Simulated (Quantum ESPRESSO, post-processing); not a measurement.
# black arsenene, 1 layer: a series in strain along the second axis, part 6 of 6

What law, if any, do the results for black arsenene, 1 layer follow against strain along the second axis?

Quantum ESPRESSO 7.5; plane-wave DFT, PBE, GBRV ultrasoft pseudopotentials.

So far. Step 3 (Relaxing the ions, -4 %): The relaxation lowers the energy by 1 meV an atom. Step 6 (Band structure, -4 %): Along this path the valence top lies near X and the conduction bottom at Γ.

## 11. Relaxing the ions, 4 %

Contents of m8.relax.in:

```
&control
  prefix = 'm8.relax'
  outdir = './out'
  pseudo_dir = './pseudo'
  nstep = 40
  forc_conv_thr = 0.0003
  calculation = 'relax'
  tstress = .true.
/
&system
  ibrav = 0
  nat = 4
  ntyp = 1
  ecutwfc = 50
  ecutrho = 250
  occupations = 'smearing'
  smearing = 'fd'
  degauss = 0.002
/
&electrons
  conv_thr = 1e-09
  mixing_beta = 0.4
  electron_maxstep = 120
  mixing_mode = 'plain'
/
&ions
/
ATOMIC_SPECIES
  As  74.9216  as_pbe_v1.uspp.F.UPF
CELL_PARAMETERS angstrom
  4.75588071800000 0.00000000000000 0.00000000000000
  0.00000000000000 3.83981640744000 0.00000000000000
  0.00000000000000 0.00000000000000 17.48000000000000
ATOMIC_POSITIONS crystal
  As  0.070991666800 0.000000000000 0.431291237100
  As  0.429148043300 0.500000000000 0.431282668500
  As  0.570851956700 0.500000000000 0.568717331500
  As  0.929008333200 0.000000000000 0.568708762900
K_POINTS automatic
  8 8 1 0 0 0
```

Started as:

```
> OMP_NUM_THREADS=1 mpirun -n 4 pw.x -nk 4 -in m8.relax.in > m8.relax.out
```

The log of the run:

```text
[banner, memory and clock lines left out]
Program PWSCF v.7.5 starts
[...]
Message from routine setup:
[...]
number of electrons       =        20.00
     number of Kohn-Sham states=           14
     kinetic-energy cutoff     =      50.0000  Ry
     charge density cutoff     =     250.0000  Ry
[...]
number of k points=    25  Fermi-Dirac smearing, width (Ry)=  0.0020
[...]
Dense  grid:   143743 G-vectors     FFT dimensions: (  45,  40, 180)
[...]
negative rho (up, down):  1.355E-04 0.000E+00
     Starting wfcs are   16 randomized atomic wfcs
[...]
negative rho (up, down):  2.556E-05 0.000E+00
[...]
estimated scf accuracy    <       0.03859064 Ry
[...]
negative rho (up, down):  6.826E-05 0.000E+00
[...]
estimated scf accuracy    <       0.01197843 Ry
[...]
negative rho (up, down):  9.373E-05 0.000E+00
[...]
estimated scf accuracy    <       0.00023758 Ry
[...]
negative rho (up, down):  1.151E-04 0.000E+00
[...]
estimated scf accuracy    <       0.00007260 Ry
[...]
negative rho (up, down):  1.283E-04 0.000E+00
[...]
estimated scf accuracy    <       0.00002975 Ry
[...]
negative rho (up, down):  1.374E-04 0.000E+00
[...]
estimated scf accuracy    <       0.00000058 Ry
[...]
negative rho (up, down):  1.430E-04 0.000E+00
[...]
estimated scf accuracy    <       0.00000037 Ry
[...]
negative rho (up, down):  1.462E-04 0.000E+00
[...]
estimated scf accuracy    <       0.00000013 Ry
[...]
negative rho (up, down):  1.483E-04 0.000E+00
[...]
estimated scf accuracy    <       0.00000007 Ry
[...]
negative rho (up, down):  1.497E-04 0.000E+00
[...]
estimated scf accuracy    <          3.6E-09 Ry
[...]
negative rho (up, down):  1.516E-04 0.000E+00
[...]
the Fermi energy is    -1.2324 ev
!    total energy              =    -161.07202671 Ry
     estimated scf accuracy    <          7.6E-11 Ry
     smearing contrib. (-TS)   =      -0.00000004 Ry
     internal energy E=F+TS    =    -161.07202667 Ry
[...]
one-electron contribution =    -218.81037698 Ry
     hartree contribution      =     113.74817868 Ry
     xc contribution           =    -125.91110339 Ry
     ewald contribution        =      69.90127503 Ry
     convergence has been achieved in  11 iterations
     negative rho (up, down):  1.516E-04 0.000E+00
[...]
Total force =     0.012960     Total SCF correction =     0.000016
[...]
negative rho (up, down):  1.516E-04 0.000E+00
[...]
negative rho (up, down):  1.531E-04 0.000E+00
[...]
negative rho (up, down):  1.522E-04 0.000E+00
[...]
estimated scf accuracy    <       0.00000306 Ry
[...]
negative rho (up, down):  1.518E-04 0.000E+00
[...]
estimated scf accuracy    <       0.00000066 Ry
[...]
negative rho (up, down):  1.517E-04 0.000E+00
[...]
estimated scf accuracy    <       0.00000006 Ry
[...]
negative rho (up, down):  1.516E-04 0.000E+00
[...]
estimated scf accuracy    <          7.6E-09 Ry
[...]
negative rho (up, down):  1.515E-04 0.000E+00
[...]
the Fermi energy is    -1.2383 ev
!    total energy              =    -161.07217281 Ry
     estimated scf accuracy    <          8.2E-10 Ry
     smearing contrib. (-TS)   =      -0.00000004 Ry
     internal energy E=F+TS    =    -161.07217277 Ry
[...]
one-electron contribution =    -218.96108312 Ry
     hartree contribution      =     113.82060177 Ry
     xc contribution           =    -125.91642294 Ry
     ewald contribution        =      69.98473152 Ry
     convergence has been achieved in   5 iterations
     negative rho (up, down):  1.515E-04 0.000E+00
[...]
Total force =     0.009585     Total SCF correction =     0.000036
[...]
negative rho (up, down):  1.515E-04 0.000E+00
[...]
negative rho (up, down):  1.532E-04 0.000E+00
[...]
negative rho (up, down):  1.522E-04 0.000E+00
[...]
estimated scf accuracy    <       0.00000374 Ry
[...]
negative rho (up, down):  1.518E-04 0.000E+00
[...]
estimated scf accuracy    <       0.00000081 Ry
[...]
negative rho (up, down):  1.516E-04 0.000E+00
[...]
estimated scf accuracy    <       0.00000007 Ry
[...]
negative rho (up, down):  1.515E-04 0.000E+00
[...]
estimated scf accuracy    <          1.0E-08 Ry
[...]
negative rho (up, down):  1.515E-04 0.000E+00
[...]
estimated scf accuracy    <          1.6E-09 Ry
[...]
negative rho (up, down):  1.515E-04 0.000E+00
[...]
estimated scf accuracy    <          3.7E-10 Ry
[...]
negative rho (up, down):  1.515E-04 0.000E+00
[...]
the Fermi energy is    -1.2449 ev
!    total energy              =    -161.07228287 Ry
     estimated scf accuracy    <          1.3E-11 Ry
     smearing contrib. (-TS)   =      -0.00000004 Ry
     internal energy E=F+TS    =    -161.07228283 Ry
[...]
one-electron contribution =    -219.14186737 Ry
     hartree contribution      =     113.90768395 Ry
     xc contribution           =    -125.92246482 Ry
     ewald contribution        =      70.08436541 Ry
     convergence has been achieved in   7 iterations
     negative rho (up, down):  1.515E-04 0.000E+00
[...]
Total force =     0.005883     Total SCF correction =     0.000005
[...]
negative rho (up, down):  1.515E-04 0.000E+00
[...]
negative rho (up, down):  1.544E-04 0.000E+00
[...]
negative rho (up, down):  1.526E-04 0.000E+00
[...]
estimated scf accuracy    <       0.00000868 Ry
[...]
negative rho (up, down):  1.519E-04 0.000E+00
[...]
estimated scf accuracy    <       0.00000188 Ry
[...]
negative rho (up, down):  1.516E-04 0.000E+00
[...]
estimated scf accuracy    <       0.00000016 Ry
[...]
negative rho (up, down):  1.515E-04 0.000E+00
[...]
estimated scf accuracy    <       0.00000002 Ry
[...]
negative rho (up, down):  1.515E-04 0.000E+00
[...]
estimated scf accuracy    <          1.5E-09 Ry
[...]
negative rho (up, down):  1.515E-04 0.000E+00
[...]
estimated scf accuracy    <          9.1E-10 Ry
[...]
negative rho (up, down):  1.515E-04 0.000E+00
[...]
the Fermi energy is    -1.2553 ev
!    total energy              =    -161.07234905 Ry
     estimated scf accuracy    <          9.1E-12 Ry
     smearing contrib. (-TS)   =      -0.00000004 Ry
     internal energy E=F+TS    =    -161.07234902 Ry
[...]
one-electron contribution =    -219.43918454 Ry
     hartree contribution      =     114.05124448 Ry
     xc contribution           =    -125.93183310 Ry
     ewald contribution        =      70.24742414 Ry
     convergence has been achieved in   7 iterations
     negative rho (up, down):  1.515E-04 0.000E+00
[...]
Total force =     0.000902     Total SCF correction =     0.000003
[...]
negative rho (up, down):  1.515E-04 0.000E+00
[...]
negative rho (up, down):  1.516E-04 0.000E+00
[...]
negative rho (up, down):  1.516E-04 0.000E+00
[...]
estimated scf accuracy    <       0.00000005 Ry
[...]
negative rho (up, down):  1.515E-04 0.000E+00
[...]
estimated scf accuracy    <       0.00000001 Ry
[...]
negative rho (up, down):  1.515E-04 0.000E+00
[...]
estimated scf accuracy    <          9.7E-10 Ry
[...]
negative rho (up, down):  1.515E-04 0.000E+00
[...]
estimated scf accuracy    <          1.3E-10 Ry
[...]
negative rho (up, down):  1.515E-04 0.000E+00
[...]
estimated scf accuracy    <          1.5E-11 Ry
[...]
negative rho (up, down):  1.515E-04 0.000E+00
[...]
the Fermi energy is    -1.2561 ev
!    total energy              =    -161.07234990 Ry
     estimated scf accuracy    <          4.7E-12 Ry
     smearing contrib. (-TS)   =      -0.00000004 Ry
     internal energy E=F+TS    =    -161.07234987 Ry
[...]
one-electron contribution =    -219.47758770 Ry
     hartree contribution      =     114.07006537 Ry
     xc contribution           =    -125.93262687 Ry
     ewald contribution        =      70.26779933 Ry
     convergence has been achieved in   6 iterations
     negative rho (up, down):  1.515E-04 0.000E+00
[...]
Total force =     0.000618     Total SCF correction =     0.000003
[...]
negative rho (up, down):  1.515E-04 0.000E+00
[...]
```

Wall time 2.2 min (4 MPI ranks of Arm Neoverse V1, shared host); peak memory 0.93 GiB.

Relaxation path:

```
step  energy less that of the first step (eV)  largest force (eV/Å)
   1                                   0.0000                0.1681
   2                                  -0.0020                0.1244
   3                                  -0.0035                0.0766
   4                                  -0.0044                0.0119
   5                                  -0.0044                0.0084
```

The atoms that moved most (Å):

```
atom      dx     dy      dz  length
 As2  -0.012  0.000   0.006   0.013
 As3   0.012  0.000  -0.006   0.013
 As1   0.012  0.000   0.005   0.013
 As4  -0.012  0.000  -0.005   0.013
```

The relaxation lowers the energy by 1 meV an atom.

Read from the output:

| Item | Value |
| --- | --- |
| free energy | -2191.5010 eV |
| Fermi energy | -1.256 eV |

## 12. Self-consistent run, 4 %

Contents of m8.scf.in:

```
&control
  prefix = 'm8.scf'
  outdir = './out'
  pseudo_dir = './pseudo'
  calculation = 'scf'
  tprnfor = .true.
/
&system
  ibrav = 0
  nat = 4
  ntyp = 1
  ecutwfc = 40
  ecutrho = 200
  occupations = 'smearing'
  smearing = 'fd'
  degauss = 0.002
  nbnd = 14
/
&electrons
  conv_thr = 1e-09
  mixing_beta = 0.4
  electron_maxstep = 120
  mixing_mode = 'plain'
/
ATOMIC_SPECIES
  As  74.9216  as_pbe_v1.uspp.F.UPF
CELL_PARAMETERS angstrom
  4.75588071800000 0.00000000000000 0.00000000000000
  0.00000000000000 3.83981640744000 0.00000000000000
  0.00000000000000 0.00000000000000 17.48000000000000
ATOMIC_POSITIONS crystal
  As  0.073488804700 0.000000000000 0.431595925100
  As  0.426599449200 0.500000000000 0.431597615600
  As  0.573400550800 0.500000000000 0.568402384400
  As  0.926511195300 0.000000000000 0.568404074900
K_POINTS automatic
  8 8 1 0 0 0
```

Started as:

```
> OMP_NUM_THREADS=1 mpirun -n 4 pw.x -nk 4 -in m8.scf.in > m8.scf.out
```

The log of the run:

```text
[banner, memory and clock lines left out]
Program PWSCF v.7.5 starts
[...]
Message from routine setup:
[...]
number of electrons       =        20.00
     number of Kohn-Sham states=           14
     kinetic-energy cutoff     =      40.0000  Ry
     charge density cutoff     =     200.0000  Ry
[...]
number of k points=    25  Fermi-Dirac smearing, width (Ry)=  0.0020
[...]
Dense  grid:   102833 G-vectors     FFT dimensions: (  45,  36, 150)
[...]
negative rho (up, down):  1.624E-04 0.000E+00
     Starting wfcs are   16 randomized atomic wfcs
[...]
negative rho (up, down):  2.413E-04 0.000E+00
[...]
estimated scf accuracy    <       0.03939719 Ry
[...]
negative rho (up, down):  3.465E-04 0.000E+00
[...]
estimated scf accuracy    <       0.01209655 Ry
[...]
negative rho (up, down):  3.607E-04 0.000E+00
[...]
estimated scf accuracy    <       0.00023548 Ry
[...]
negative rho (up, down):  3.687E-04 0.000E+00
[...]
estimated scf accuracy    <       0.00005101 Ry
[...]
negative rho (up, down):  3.728E-04 0.000E+00
[...]
estimated scf accuracy    <       0.00002255 Ry
[...]
negative rho (up, down):  3.774E-04 0.000E+00
[...]
estimated scf accuracy    <       0.00000055 Ry
[...]
negative rho (up, down):  3.804E-04 0.000E+00
[...]
estimated scf accuracy    <       0.00000050 Ry
[...]
negative rho (up, down):  3.822E-04 0.000E+00
[...]
estimated scf accuracy    <       0.00000003 Ry
[...]
negative rho (up, down):  3.835E-04 0.000E+00
[...]
estimated scf accuracy    <       0.00000002 Ry
[...]
negative rho (up, down):  3.843E-04 0.000E+00
[...]
estimated scf accuracy    <          2.3E-09 Ry
[...]
negative rho (up, down):  3.856E-04 0.000E+00
[...]
the Fermi energy is    -1.2562 ev
!    total energy              =    -161.07207318 Ry
     estimated scf accuracy    <          3.4E-10 Ry
     smearing contrib. (-TS)   =      -0.00000004 Ry
     internal energy E=F+TS    =    -161.07207315 Ry
[...]
one-electron contribution =    -219.47451599 Ry
     hartree contribution      =     114.06968328 Ry
     xc contribution           =    -125.93503976 Ry
     ewald contribution        =      70.26779932 Ry
     convergence has been achieved in  11 iterations
     negative rho (up, down):  3.856E-04 0.000E+00
[...]
Total force =     0.000562     Total SCF correction =     0.000043
[...]
```

Wall time 26 s (4 MPI ranks); peak memory 0.54 GiB; 1.7 min of CPU time.

Read from the output:

| Property | Result |
| --- | --- |
| free energy | -2191.4972 eV |
| valence top, on the run's zero | -1.566 eV |
| conduction bottom, on the run's zero | -0.9467 eV |
| gap by band count | 0.6196 eV |

## 13. The series side by side

The series in one table, energies over the lowest:

```
strain along the second axis  energy (eV)  gap along the path (eV)  upper vacuum level over the valence top of the mesh (eV)  lower vacuum level over that top (eV)
                        -4 %       0.0638                   0.5723                                                      4.55                                   4.55
                        -3 %       0.0351                   0.6253                                                      4.56                                   4.56
                        -2 %       0.0153                   0.6791                                                     4.573                                  4.573
                        -1 %       0.0038                   0.7334                                                     4.587                                  4.587
                         0 %       0.0000                   0.7945                                                     4.606                                  4.606
                         1 %       0.0033                   0.8035                                                     4.626                                  4.626
                         2 %       0.0133                   0.7267                                                     4.651                                  4.651
                         3 %       0.0293                   0.6651                                                     4.682                                  4.682
                         4 %       0.0508                   0.5923                                                     4.719                                  4.719
```

## 14. The arithmetic

A parabola through the energies within ±2 % has E = 35.71 eV × ε² -0.044 eV × ε; for the curvature, over A = 17.559 Å² this is 35.71 × 2/17.559 × 16.02 = 65 N/m.

## 15. Summary of results

```
in-plane stiffness along the strain                                     : 65 N/m
gap along the path, at -4 % and at 4 %                                  : 0.57, 0.59 eV
upper vacuum level over the valence top of the mesh, at -4 % and at 4 % : 4.55, 4.72 eV
lower vacuum level over that top, at -4 % and at 4 %                    : 4.55, 4.72 eV
```

**Reading.** The series holds 9 members; in-plane stiffness along the strain: 65 N/m (PBE, GBRV ultrasoft). The energy is lowest near zero strain. From -4 % to 4 % the gap along the path goes from 0.57 to 0.59 eV by way of 0.80 at 1 %. From -4 % to 4 % the upper vacuum level over the valence top of the mesh rises from 4.55 to 4.72 eV. From -4 % to 4 % the lower vacuum level over that top rises from 4.55 to 4.72 eV. Semilocal gaps are too small; the 1×1 cell can't ripple over many cells under compression as a free sheet would. No spin-orbit coupling.

[Logs are printed without paths, hosts, clocks, repeated set-up lines and the standing remarks that a program may print on its own settings, such as how far it seeks lower states.]

[Hosts, paths, dates, database ids (printed as entryN), source tags and the programs' standing remarks are cut or masked in the printed files.]

[Maps of the electrostatic potential energy from Ansatz leave out the sawtooth potential of an applied field or a dipole correction, so their vacuum need not be flat; planar profiles and work functions include it.]
